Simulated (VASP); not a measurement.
The system is S.

```
S
1.0
     5.04936    0.00000    0.00000
     0.00000    5.04936    0.00000
     0.00000    0.00000    5.04936
S
4
Direct
  0.03000 0.03000 0.03000
  0.47000 0.97000 0.53000
  0.53000 0.47000 0.97000
  0.97000 0.53000 0.47000
```

The cell was built by a generator and needn't be a form met in nature.

```yaml
Program: VASP 6.6.1
Task: relaxation of cell and atoms
Functional: PBE
Potentials_or_basis: VASP PAW PBE potentials, release 64 (S)
Cutoff: 600 eV
k_mesh: 4 × 4 × 4
Occupations: gaussian, width 0.1 eV
Spin: no spin polarisation
```

At the start: pressure -10.4 GPa; volume 32.18 Å³/atom.

Q: Where does the relaxation end?

A: Over 17 steps the energy falls by 1439.2 meV/atom and the volume is 18.68 Å³/atom (-42.0 %); space group P4_332 (No. 212, to 0.05 Å).

Step by step:
| step | energy change (eV) | largest force (eV/Å) | pressure (GPa) | volume (Å³) |
| --- | --- | --- | --- | --- |
| 1 | 0.0000 | 0.8534 | -10.36 | 128.74 |
| 2 | -2.6632 | 0.9970 | -11.80 | 93.73 |
| 3 | 16.5970 | 3.0021 | 348.71 | 27.60 |
| 4 | -3.2209 | 0.6817 | -10.90 | 83.96 |
| 5 | -2.9606 | 0.3356 | 30.83 | 51.25 |
| 6 | -3.9719 | 0.4650 | -4.79 | 70.36 |
| 7 | -4.0600 | 0.3059 | 1.74 | 63.99 |
| 8 | -4.0647 | 0.3393 | 0.31 | 65.12 |
| 9 | -4.0930 | 0.3639 | 0.40 | 65.44 |
| 10 | -4.2225 | 0.6995 | 1.34 | 66.39 |
| 11 | -4.6411 | 0.9115 | 2.33 | 68.32 |
| 12 | -5.4872 | 0.5856 | 1.30 | 72.29 |
| 13 | -5.2742 | 0.7560 | -5.30 | 80.69 |
| 14 | -5.7524 | 0.0507 | -0.83 | 75.60 |
| 15 | -5.7529 | 0.0173 | -1.01 | 75.82 |
| 16 | -5.4917 | 0.1319 | 9.96 | 65.92 |
| 17 | -5.7568 | 0.0066 | -0.08 | 74.73 |

Final structure:
```
S
1.0
     4.21203    0.00000    0.00000
     0.00000    4.21203    0.00000
     0.00000    0.00000    4.21203
S
4
Direct
  0.12467 0.12467 0.12467
  0.37533 0.87533 0.62467
  0.62467 0.37533 0.87533
  0.87533 0.62467 0.37533
```

Caveat: the volume moved by over 15 % at a fixed basis, so the end points are rough.
